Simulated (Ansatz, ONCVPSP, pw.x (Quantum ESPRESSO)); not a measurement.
**lanthanum (La) (bcc): variants of one ONCV potential in the solid**

lanthanum (La), optimised norm-conserving Vanderbilt (ONCV), made with ONCVPSP 4.0.1.1 (patched build) (PBE, scalar-relativistic). Core [Kr], reference 4d10 5s2 5p6 5d1 6s1 (charge +1). Waves: 5s+6s: rc 2.75 bohr, ncon 4, nbas 9, qcut 3.7 1/bohr, 2 projectors; 5p: rc 1.85 bohr, ncon 4, nbas 7, qcut 5.1 1/bohr, 2 projectors, debl 0.5 Ha; 4d+5d: rc 1.50 bohr, ncon 3, nbas 8, qcut 10.5 1/bohr, 2 projectors; f scattering state at 0.13 Ha: rc 2.40 bohr, ncon 3, nbas 6, qcut 5.3 1/bohr, 3 projectors, debl 1.7 Ha. Local part: polynomial inside 1.40 bohr (lpopt 4, dvloc0 1 Ha). Core correction: Teter function, parameters optimised by the program.

In the p channel the program set the typed energies aside and used -1.036, 0.250 Ha. In the f channel the program set the typed energies aside and used -0.374, 1.326, 3.026 Ha.

Crystal test: bcc La in pw.x 7.5, no spin, 11³ k-points, Fermi–Dirac smearing 0.01 Ry, cutoffs set for each file from its atomic test. The reference is all-electron LAPW (Ansatz 0.2.0) with the same functional, mesh and smearing; V0 and B0 come from Birch–Murnaghan fits to the pressures at five volumes. Errors are pseudo minus all-electron; Δ is the rms difference of the E(V) curves that follow from these fits, minima aligned, over ±6 % about the mean V0. Mesh and smearing are coarse, so the numbers serve the comparison and aren't converged zero-temperature values; the lattice is a test structure that the element need not adopt.

All-electron: a0 = 4.241 Å (V0 = 38.13 Å³/atom), B0 = 25.4 GPa.

2 further variants are left out: they gave no file fit for a test, a broken result, the same result as the base, or pressures whose basis-set error rivals the error shown.

A dash in a converged row means that the minimum lies outside the volumes sampled.

| change | cutoffs (Ry) | pw.x | a0 (Å) | a0 error (%) | B0 error (%) | Δ (meV/atom) | mean pressure error (GPa) |
| --- | --- | --- | --- | --- | --- | --- | --- |
| base | 115/460 | converged; energies reset by the program | 4.237 | -0.08 | -1.0 | 0.5 | -0.07 |
| f: rc 1.78 | 115/460 | converged; energies reset by the program | 4.240 | -0.01 | -0.0 | 0.1 | -0.01 |

Problem. Give the row for: core [Kr] 4d10, valence charge 11; reference 5s2 5p6 5d1; waves now 5s: rc 1.50 bohr, ncon 4, nbas 7, qcut 4.2 1/bohr, 2 projectors, debl 2.2 Ha; 5p: rc 2.00 bohr, ncon 4, nbas 8, qcut 4.7 1/bohr, 1 projector; 5d: rc 3.55 bohr, ncon 4, nbas 8, qcut 4.4 1/bohr, 3 projectors, debl 1.5 Ha; f scattering state at 0.02 Ha: rc 3.35 bohr, ncon 4, nbas 9, qcut 3.8 1/bohr, 3 projectors, debl 3.1 Ha; local potential polynomial inside 1.20 bohr (lpopt 5, dvloc0 6 Ha).

Solution. pw.x: converged; bound ghost; energies reset by the program; mean pressure error (GPa): +5.56.
